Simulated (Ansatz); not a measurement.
# Zr2CF2 MXene monolayer in a perpendicular field

What dipole does a perpendicular field induce in the Zr2CF2 MXene monolayer? A positive field points along +c.

Method: plane-wave DFT, PBE-D3(BJ), Ansatz PAW, in the first sound run; inputs show where later runs differ, in Ansatz 0.2.0.

### 1. The starting structure

The cell holds 5 atoms: 2 F, 2 Zr and 1 C. Cell: a = 3.289 Å, b = 3.289 Å, c = 40.191 Å, α = 90.0°, β = 90.0°, γ = 120.0°. Vacuum lies along c.

### 2. Relaxation

The starting cell is a guess, so the in-plane lattice and the atoms are relaxed first, with the slab cut off from its images along the normal.

input.yaml reads:

```yaml
crystal:
  lattice:
    - [3.289, 0.0, 0.0]
    - [-1.6445, 2.848357553, 0.0]
    - [0.0, 0.0, 40.1906824045]
  atoms:
    - { symbol: F, position: [0.3333333333, 0.6666666667, 0.4428887228] }
    - { symbol: Zr, position: [0.6666666667, 0.3333333333, 0.4677101334] }
    - { symbol: C, position: [0.0, 0.0, 0.5] }
    - { symbol: Zr, position: [0.3333333333, 0.6666666667, 0.5322898666] }
    - { symbol: F, position: [0.6666666667, 0.3333333333, 0.5571112772] }
  periodic: [true, true, false]
kpoints:
  mp_grid: { grid: [12, 12, 1] }
hamiltonian:
  xc: pbe
  dispersion: d3bj
scf:
  occupations: { method: fermi_dirac, width: 0.05 }
  convergence: { dr2_threshold: 1.0e-09 }
relax:
  f_tol: 0.004
  max_steps: 90
  cell: {}
output:
  write_potential: true
  write_density: true
  volumetric_format: npy
```

Launch:

```console
ansatz run input.yaml --threads 4 --pin off --max-ram 6144MiB --backend cpu --events-out ev --progress --plain --runs-dir out
```

Numbers of over 12 decimals in the logs are rounded to 6 here.

Log:

```text
Warning: relax.cell: scf.convergence.dr2_threshold = 1e-9 eV is looser than the 2.34865266811e-10 eV advised for a relaxation that steers and ends on the stress (1e-10 eV for each atom of the cell: 5, times the square of relax.cell.stress_2d_tol = 0.05 N/m over 14.6 Å (the atoms' height at the walk's start and 5 Å past either face), 3.427e-2 GPa, over a crystal's default 0.05). What an SCF threshold leaves in a stress goes as its square root, and in the free energy as the threshold itself, and one threshold admits the most on a small cell: [figures from the program's tests cut] Set scf.convergence.dr2_threshold to 2.34865266811e-10 eV or tighter. [rest of the remark cut]
Engine: ansatz 0.2.0, x86_64-unknown-linux-gnu
Pseudopotentials: kind: paw
Pseudopotential: F, paw, valence charge 7, recommended cutoff 420 eV (normal), F.paw.azcp
Pseudopotential: Zr, paw, valence charge 12, recommended cutoff 420 eV (normal), Zr.paw.azcp
Pseudopotential: C, paw, valence charge 4, recommended cutoff 420 eV (normal), C.paw.azcp
Functional definition: PBE
  parameter kappa = 0.804
  parameter beta = 0.066725
  exchange = pbe_x(kappa = kappa, mu = beta*pi^2/3)
  correlation = pbe_c(beta = beta)
Crystal: 5 atoms, lattice volume = 376.516 Å³
Basis set: ecut = 420 eV, 7479 PW (Γ), exchange–correlation on 48×48×540 points (8 copies of the dense FFT grid, shifted against one another)
Bands: 26, of which v1, the nominal top of the filled ones, is band 21 counted from 1 (20 counted from 0)
Symmetry: 12 space group operations
Space group: P-3m1 (ITA 164), of the structure as read, at distance tolerance 7.2e-5 Å
k-points: 19 of 144
Non-local potential: F, projectors of the file, l = 0: 2, l = 1: 2, l = 2: 1
Non-local potential: Zr, projectors of the file, l = 0: 3, l = 1: 2, l = 2: 2, l = 3: 2
Non-local potential: C, projectors of the file, l = 0: 2, l = 1: 2, l = 2: 1
PAW form: soft (Blöchl's): semilocal exchange-correlation on the pseudo side does not see the compensation charge
PAW one-centre angular grid: F, 110 points (default); XC on 64 Gauss nodes
PAW one-centre angular grid: Zr, 590 points (default); XC on 64 Gauss nodes
PAW one-centre angular grid: C, 110 points (default); XC on 64 Gauss nodes
Initial density: superposition of atomic densities (neutral atoms: chi_scale 0, normalization atom), corrected by the library's trained network
Initial wavefunctions: pseudopotential atomic-orbital guess
Functional: x = pbe(κ = 0.804, μ = 0.219515), c = pbe(β = 0.066725)
SCF iter   1: F=—  HF=-10240.911794 eV  |F-HF|=—  |Δ(HF+E_count)|=         —  Δρ=2.94e-3  dr2=5.77e-2  ethr=1.77e-3  ⟨swp⟩=11.4  Hψ=3471  notcnv=0
preconditioner: auto → LDOS  [metal: Δε(μ)=0.102 eV  Ē_g=8.892 eV  σ=0.050 eV  W_gap=0.46  n_scr=24 (ndim 8)  ℏωp=9.0 eV  f_vac=0.810  D(μ)=1.17/eV (n_scr^D=8)  β→1.0]
SCF iter   2: F=—  HF=-10240.911620 eV  |F-HF|=—  |Δ(HF+E_count)|=   1.74e-4  Δρ=3.18e-3  dr2=3.30e-2  ethr=1.37e-4  ⟨swp⟩=5.1  Hψ=1461  notcnv=0  defer=4
SCF iter   3: F=—  HF=-10240.902175 eV  |F-HF|=—  |Δ(HF+E_count)|=   9.44e-3  Δρ=7.80e-4  dr2=1.98e-3  ethr=7.86e-5  ⟨swp⟩=3.7  Hψ=1117  notcnv=0  defer=5
SCF iter   4: F=—  HF=-10240.901689 eV  |F-HF|=—  |Δ(HF+E_count)|=   4.86e-4  Δρ=1.21e-4  dr2=1.22e-4  ethr=4.73e-6  ⟨swp⟩=3.5  Hψ=1053  notcnv=0  defer=4
SCF iter   5: F=—  HF=-10240.901681 eV  |F-HF|=—  |Δ(HF+E_count)|=   8.02e-6  Δρ=6.13e-5  dr2=1.75e-5  ethr=2.91e-7  ⟨swp⟩=3.4  Hψ=1113  notcnv=0  defer=4
SCF iter   6: F=—  HF=-10240.901560 eV  |F-HF|=—  |Δ(HF+E_count)|=   1.21e-4  Δρ=1.53e-5  dr2=5.53e-7  ethr=4.17e-8  ⟨swp⟩=3.1  Hψ=922  notcnv=0  defer=4
SCF iter   7: F=—  HF=-10240.901447 eV  |F-HF|=—  |Δ(HF+E_count)|=   1.14e-4  Δρ=4.62e-6  dr2=5.19e-8  ethr=1.32e-9  ⟨swp⟩=3.4  Hψ=1160  notcnv=0  defer=4
SCF iter   8: F=—  HF=-10240.901447 eV  |F-HF|=—  |Δ(HF+E_count)|=   2.32e-7  Δρ=7.55e-7  dr2=1.61e-9  ethr=1.23e-10  ⟨swp⟩=4.0  Hψ=1172  notcnv=0  defer=4
SCF iter   9: F=-10240.901447 eV  HF=-10240.901447 eV  |F-HF|=1.40e-9  |Δ(HF+E_count)|=   8.37e-9  Δρ=1.77e-7  dr2=8.39e-11  ethr=2.38e-12  ⟨swp⟩=12.2  Hψ=4019  notcnv=0
SCF 1 converged in 9 iterations: F = -10240.901447 eV  dr2 = 8.39e-11
  greatest PAW one-centre occupation: 0.996 electrons in one spin orbital (limit 2), on the Zr atom at site 3 (counted from 0), in its partial waves of l = 0
relax step   1: F+E_penalty+E_count = -10240.90144691 eV  Δ(F+E_penalty+E_count) = +0.000e0 eV  max|allowed force component| = 4.212e0 eV/Å  Δτ_max = 0.0000 Å  P = +8.929 N/m  Ω = 376.516 Å³  fix = [c, alpha, beta]  reactions: c +0.000 N/m  (9 SCF iters, accepted)
Crystal: 5 atoms, lattice volume = 373.685 Å³
Basis set: ecut = 420 eV, 7443 PW (Γ), exchange–correlation on 48×48×540 points (8 copies of the dense FFT grid, shifted against one another)
Initial density: handed on by an earlier stage of this run
Initial wavefunctions: those handed on with the density
iter 1 solved again at ethr=1.84e-3 eV; its pass at ethr=3.10e-3 eV (dr2=7.73e-1 eV) is discarded
SCF iter   1: F=—  HF=-10242.228760 eV  |F-HF|=—  |Δ(HF+E_count)|=         —  Δρ=1.10e-2  dr2=7.78e-1  ethr=1.84e-3  ⟨swp⟩=1.6  Hψ=4069  notcnv=0
preconditioner: auto → LDOS  [metal: Δε(μ)=0.089 eV  Ē_g=8.726 eV  σ=0.050 eV  W_gap=0.36  n_scr=24 (ndim 8)  ℏωp=9.0 eV  f_vac=0.816  D(μ)=1.30/eV (n_scr^D=10)  β→1.0]
SCF iter   2: F=—  HF=-10242.028923 eV  |F-HF|=—  |Δ(HF+E_count)|=   2.00e-1  Δρ=7.72e-3  dr2=2.79e-1  ethr=1.84e-3  ⟨swp⟩=5.6  Hψ=1603  notcnv=0  defer=3
SCF iter   3: F=—  HF=-10241.940866 eV  |F-HF|=—  |Δ(HF+E_count)|=   8.81e-2  Δρ=1.78e-3  dr2=1.42e-2  ethr=6.64e-4  ⟨swp⟩=3.7  Hψ=1149  notcnv=0  defer=6
SCF iter   4: F=—  HF=-10241.939256 eV  |F-HF|=—  |Δ(HF+E_count)|=   1.61e-3  Δρ=5.07e-4  dr2=7.80e-4  ethr=3.39e-5  ⟨swp⟩=2.9  Hψ=1017  notcnv=0  defer=6
SCF iter   5: F=—  HF=-10241.939461 eV  |F-HF|=—  |Δ(HF+E_count)|=   2.05e-4  Δρ=1.42e-4  dr2=5.85e-5  ethr=1.86e-6  ⟨swp⟩=3.6  Hψ=1162  notcnv=0  defer=6
SCF iter   6: F=—  HF=-10241.939500 eV  |F-HF|=—  |Δ(HF+E_count)|=   3.92e-5  Δρ=8.79e-5  dr2=1.71e-5  ethr=1.39e-7  ⟨swp⟩=3.5  Hψ=1124  notcnv=0  defer=6
SCF iter   7: F=—  HF=-10241.939499 eV  |F-HF|=—  |Δ(HF+E_count)|=   1.44e-6  Δρ=1.30e-5  dr2=4.09e-7  ethr=4.08e-8  ⟨swp⟩=3.1  Hψ=971  notcnv=0  defer=6
SCF iter   8: F=—  HF=-10241.939387 eV  |F-HF|=—  |Δ(HF+E_count)|=   1.11e-4  Δρ=2.83e-6  dr2=2.62e-8  ethr=9.74e-10  ⟨swp⟩=3.7  Hψ=1195  notcnv=0  defer=6
SCF iter   9: F=—  HF=-10241.939387 eV  |F-HF|=—  |Δ(HF+E_count)|=   8.20e-8  Δρ=9.53e-7  dr2=2.95e-9  ethr=6.23e-11  ⟨swp⟩=3.5  Hψ=1212  notcnv=0  defer=6
[...]
SCF iter   2: F=—  HF=-10242.020671 eV  |F-HF|=—  |Δ(HF+E_count)|=   3.25e-2  Δρ=4.90e-3  dr2=1.05e-1  ethr=6.67e-4  ⟨swp⟩=4.5  Hψ=1176  notcnv=0  defer=1
SCF iter   3: F=—  HF=-10241.998492 eV  |F-HF|=—  |Δ(HF+E_count)|=   2.22e-2  Δρ=1.43e-3  dr2=9.41e-3  ethr=2.51e-4  ⟨swp⟩=3.5  Hψ=1152  notcnv=0  defer=7
SCF iter   4: F=—  HF=-10241.996989 eV  |F-HF|=—  |Δ(HF+E_count)|=   1.50e-3  Δρ=2.78e-4  dr2=2.07e-4  ethr=2.24e-5  ⟨swp⟩=2.9  Hψ=963  notcnv=0  defer=7
SCF iter   5: F=—  HF=-10241.997139 eV  |F-HF|=—  |Δ(HF+E_count)|=   1.50e-4  Δρ=9.51e-5  dr2=2.19e-5  ethr=4.92e-7  ⟨swp⟩=3.9  Hψ=1191  notcnv=0  defer=7
SCF iter   6: F=—  HF=-10241.997282 eV  |F-HF|=—  |Δ(HF+E_count)|=   1.43e-4  Δρ=2.96e-5  dr2=2.62e-6  ethr=5.22e-8  ⟨swp⟩=3.1  Hψ=1064  notcnv=0  defer=7
SCF iter   7: F=—  HF=-10241.997170 eV  |F-HF|=—  |Δ(HF+E_count)|=   1.12e-4  Δρ=8.72e-6  dr2=1.67e-7  ethr=6.23e-9  ⟨swp⟩=3.5  Hψ=1167  notcnv=0  defer=7
SCF iter   8: F=—  HF=-10241.997170 eV  |F-HF|=—  |Δ(HF+E_count)|=   2.53e-7  Δρ=2.19e-6  dr2=1.00e-8  ethr=3.98e-10  ⟨swp⟩=3.2  Hψ=1095  notcnv=0  defer=7
SCF iter   9: F=—  HF=-10241.997170 eV  |F-HF|=—  |Δ(HF+E_count)|=   1.18e-7  Δρ=9.46e-7  dr2=2.77e-9  ethr=2.38e-12  ⟨swp⟩=13.5  Hψ=4633  notcnv=0
SCF iter  10: F=-10241.997170 eV  HF=-10241.997170 eV  |F-HF|=1.05e-8  |Δ(HF+E_count)|=   2.21e-8  Δρ=2.23e-7  dr2=1.22e-10  ethr=2.38e-12  ⟨swp⟩=12.0  Hψ=4010  notcnv=0
SCF 3 converged in 10 iterations: F = -10241.997170 eV  dr2 = 1.22e-10
relax step   3: F+E_penalty+E_count = -10241.99716994 eV  Δ(F+E_penalty+E_count) = -5.778e-2 eV  max|allowed force component| = 3.885e-1 eV/Å  Δτ_max = 0.1979 Å  P = +1.459 N/m  Ω = 361.724 Å³  energy of the carried Pulay correction = +6.771e-3 eV  fix = [c, alpha, beta]  reactions: c +0.000 N/m  (10 SCF iters, accepted)
[...]
relax step   4: F+E_penalty+E_count = -10242.07744183 eV  Δ(F+E_penalty+E_count) = -8.027e-2 eV  max|allowed force component| = 3.141e-1 eV/Å  Δτ_max = 0.1077 Å  P = +0.493 N/m  Ω = 372.301 Å³  energy of the carried Pulay correction = +1.902e-3 eV  fix = [c, alpha, beta]  reactions: c +0.000 N/m  (9 SCF iters, accepted)
[...]
relax step   5: F+E_penalty+E_count = -10242.07993618 eV  Δ(F+E_penalty+E_count) = -2.494e-3 eV  max|allowed force component| = 7.975e-2 eV/Å  Δτ_max = 0.0185 Å  P = -0.406 N/m  Ω = 376.163 Å³  energy of the carried Pulay correction = +1.586e-4 eV  fix = [c, alpha, beta]  reactions: c -0.000 N/m  (7 SCF iters, accepted)
[...]
relax step   6: F+E_penalty+E_count = -10242.08117217 eV  Δ(F+E_penalty+E_count) = -1.236e-3 eV  max|allowed force component| = 1.501e-3 eV/Å  Δτ_max = 0.0037 Å  P = -0.020 N/m  Ω = 374.890 Å³  energy of the carried Pulay correction = +7.312e-4 eV  fix = [c, alpha, beta]  reactions: c -0.000 N/m  (7 SCF iters, accepted)
Initial wavefunctions: pseudopotential atomic-orbital guess (no wavefunctions were taken with the density)
iter 1 solved again at ethr=2.40e-8 eV; its pass at ethr=3.10e-3 eV (dr2=1.01e-5 eV) is discarded
SCF iter   1: F=—  HF=-10242.080555 eV  |F-HF|=—  |Δ(HF+E_count)|=         —  Δρ=1.51e-5  dr2=1.28e-7  ethr=2.40e-8  ⟨swp⟩=7.8  Hψ=6003  notcnv=0
preconditioner: auto → LDOS  [metal: Δε(μ)=0.060 eV  Ē_g=8.297 eV  σ=0.050 eV  W_gap=0.28  n_scr=24 (ndim 8)  ℏωp=9.0 eV  f_vac=0.807  D(μ)=1.40/eV (n_scr^D=10)  β→1.0]
SCF iter   2: F=—  HF=-10242.080443 eV  |F-HF|=—  |Δ(HF+E_count)|=   1.11e-4  Δρ=8.80e-6  dr2=1.54e-7  ethr=3.04e-10  ⟨swp⟩=3.8  Hψ=1317  notcnv=0
SCF iter   3: F=—  HF=-10242.080443 eV  |F-HF|=—  |Δ(HF+E_count)|=   4.16e-8  Δρ=1.87e-6  dr2=7.12e-9  ethr=3.04e-10  ⟨swp⟩=2.7  Hψ=881  notcnv=0
SCF iter   4: F=-10242.080443 eV  HF=-10242.080443 eV  |F-HF|=6.88e-10  |Δ(HF+E_count)|=   9.32e-9  Δρ=2.69e-7  dr2=2.10e-10  ethr=2.38e-12  ⟨swp⟩=14.6  Hψ=5201  notcnv=0
SCF 7 converged in 4 iterations: F = -10242.080443 eV  dr2 = 2.10e-10
relax step   7: F+E_penalty+E_count = -10242.08044323 eV  Δ(F+E_penalty+E_count) = +7.289e-4 eV  max|allowed force component| = 1.376e-3 eV/Å  Δτ_max = 0.0000 Å  P = -0.015 N/m  Ω = 374.890 Å³  fix = [c, alpha, beta]  reactions: c -0.000 N/m  stress off target by 1.55e-2 N/m on what of the cell is left free  SCF on the basis re-selected at this cell (its energy is not comparable with the rows above)  (4 SCF iters)
basis re-selected at this cell: Δ(F+E_penalty+E_count) = +7.289e-4 eV, ΔP = +0.004 N/m vs the last step (what re-selecting the basis moved, of the pressure what is left beyond the Pulay correction that the steps carried, after the strain that the cell walked since its last selection, with what the two solves' SCF thresholds leave and, on support functions, any second-order correction that the steps lacked; it is no m [...]
WARN: The output density's exchange-correlation potential varies sharply where the density is thin. Do not read a vacuum level from v_tot or v_xc, or from such a field of the output density. On a cell that repeats whose density bears no net charge and no dipole along the vacuum's axis use v_es (v_loc + v_h of the components); under efield.dipole_correction with no amplitude use v_es + v_field, which holds any externa [...]
SCF converged after 4 iterations
Free energy (F): -10242.080443 eV
Harris-Foulkes:  -10242.080443 eV  (|F-HF|=6.88e-10)
Internal energy: -10242.068787 eV  (E = F + TS)
E sigma→0 (E₀):  -10242.074615 eV
Entropy (-TS):   -0.011656 eV (-2.331 meV/atom)
Fermi energy:    -3.985407 eV
--- Per-component energies (eV) ---
  E_band       = -928.061964
  E_kinetic    = 1173.698064
  E_local      = -138643.583514  (includes V_loc(G=0)·N_el)
  E_nonlocal   = 330.953203
  E_hartree    = 68579.629173
  E_xc         = -534.620685
  E_vxc        = -650.833401  (∫ρ·V_xc dr)
  E_paw        = -6406.928120  (= ΣΔE_a)
  E_vpaw       = -297.558586  (= ΣTr[D̂ρ^β])
  E_aug_tail   = 0.004133  (compensation charges beyond the density's cutoff)
  E_ewald      = 65259.783722
  E_disp       = -1.004764  (pairwise vdW)
  E_smearing   = -0.011656  (= −TS)
  E_closure    = 0.000000  (closes the sum)
  Σ components = -10242.080443   (vs F -10242.080443, Δ=0.00e0)
--- Forces (eV/Å), atoms counted from 1 ---
  atom   1  F      0.00000000    -0.00000000    -0.00137606
  atom   2  Zr     0.00000000     0.00000000    -0.00110145
  atom   3  C      0.00000000     0.00000000     0.00000000
  atom   4  Zr    -0.00000000    -0.00000000     0.00110145
  atom   5  F     -0.00000000     0.00000000     0.00137606
  max |Σ_I F_I| component: 1.85e-17 eV/Å
--- 2D stress c σ (N/m, compression-positive) ---
       -0.015456       0.000000       0.000000
        0.000000      -0.015456      -0.000000
        0.000000      -0.000000      -0.000000
  P = ½ c Tr σ = -0.0155 N/m
--- Band table (eV; the first three rows and the last of 19) ---
  k-point 0: bands = [... 17 lower, -8.2962, -7.0603, -7.0603, -3.8001, -3.8001, -3.5880, -2.0822, -1.7140, ... 1 higher]
  k-point 1: bands = [... 17 lower, -8.2260, -7.2507, -7.0758, -4.0598, -3.6516, -3.5187, -1.9349, -1.8126, ... 1 higher]
  k-point 2: bands = [... 17 lower, -8.0640, -7.6421, -7.0999, -4.6252, -3.2816, -3.2269, -1.9724, -1.8813, ... 1 higher]
  k-point 18: bands = [... 17 lower, -8.0975, -8.0975, -7.3798, -3.5632, -2.7429, -2.7429, -1.3788, -0.8829, ... 1 higher]
  the weakly bound empty levels are not read free of the cell's end (no_gap_told)
--- Relaxed structure (6 steps of the walk, 6 accepted, 1 SCFs on fresh bases) ---
  F+E_penalty+E_count = -10242.08044323 eV   max|allowed force component| = 1.376e-3 eV/Å   (the final SCF, on the basis selected at the relaxed cell)
  cell:  # Å, volume = 374.8905 Å³
    - [3.281891, 0.0, 0]
    - [-1.640946, 2.842201, 0]
    - [0, 0, 40.1906824045]
  atoms:
    - { symbol: F, position: [0.333333, 0.666667, 0.436103] }
    - { symbol: Zr, position: [0.666667, 0.333333, 0.469332] }
    - { symbol: C, position: [0, 0, 0.5] }
    - { symbol: Zr, position: [0.333333, 0.666667, 0.530668] }
    - { symbol: F, position: [0.666667, 0.333333, 0.563897] }
```

It took 21 s on 4 threads of AMD EPYC 9R14 (Zen 4), shared host; peak memory 0.88 GiB; 77 s of CPU time.

Step by step:

```csv
step,energy less that of the first step (eV),largest force component (eV/Å),volume (Å³)
1,0.0000,4.2122,376.52
2,-1.0379,1.8452,373.68
3,-1.0957,0.3885,361.72
4,-1.1760,0.3141,372.30
5,-1.1785,0.0798,376.16
6,-1.1797,0.0015,374.89
7*,-1.1790,0.0014,374.89
```

Relaxation steps marked * repeat the geometry before them on a plane-wave basis chosen anew for their cell, so energy and pressure can jump there.

Forces are held to the 12 operations that the run works with; a distortion that breaks them can't arise in this run.

```csv
cell as run,before,after,change
a (Å),3.289,3.282,-0.2 %
b (Å),3.289,3.282,-0.2 %
```

The atoms that moved most (Å, along periodic axes as changes of fractional coordinates times the final cell, across vacuum about the mean position):

```csv
atom,dx,dy,dz,length
F5,0.000,0.000,0.273,0.273
F1,0.000,0.000,-0.273,0.273
Zr2,0.000,0.000,0.065,0.065
Zr4,0.000,0.000,-0.065,0.065
```

Final coordinates:

```cif
data_structure
_symmetry_space_group_name_H-M 'P 1'
_symmetry_Int_Tables_number 1
_cell_length_a 3.2819
_cell_length_b 3.2819
_cell_length_c 40.1907
_cell_angle_alpha 90.000
_cell_angle_beta 90.000
_cell_angle_gamma 120.000
_cell_volume 374.89
loop_
_atom_site_label
_atom_site_type_symbol
_atom_site_fract_x
_atom_site_fract_y
_atom_site_fract_z
_atom_site_occupancy
F1 F 0.33333 0.66667 0.43610 1
Zr2 Zr 0.66667 0.33333 0.46933 1
C3 C 0.00000 0.00000 0.50000 1
Zr4 Zr 0.33333 0.66667 0.53067 1
F5 F 0.66667 0.33333 0.56390 1
```

Numbers from this step:

```yaml
energy_at_zero_smearing: -10242.0746 eV
```

The lattice constant a goes from 3.289 to 3.282 Å.

(Part 1 of 4 ends here.)

[Logs are printed without paths, hosts, clocks, repeated set-up lines and the standing remarks that a program may print on its own settings, such as how far it seeks lower states.]

[Hosts, paths, dates, database ids (printed as entryN), source tags and the programs' standing remarks are cut or masked in the printed files.]

[Maps of the electrostatic potential energy from Ansatz leave out the sawtooth potential of an applied field or a dipole correction, so their vacuum need not be flat; planar profiles and work functions include it.]
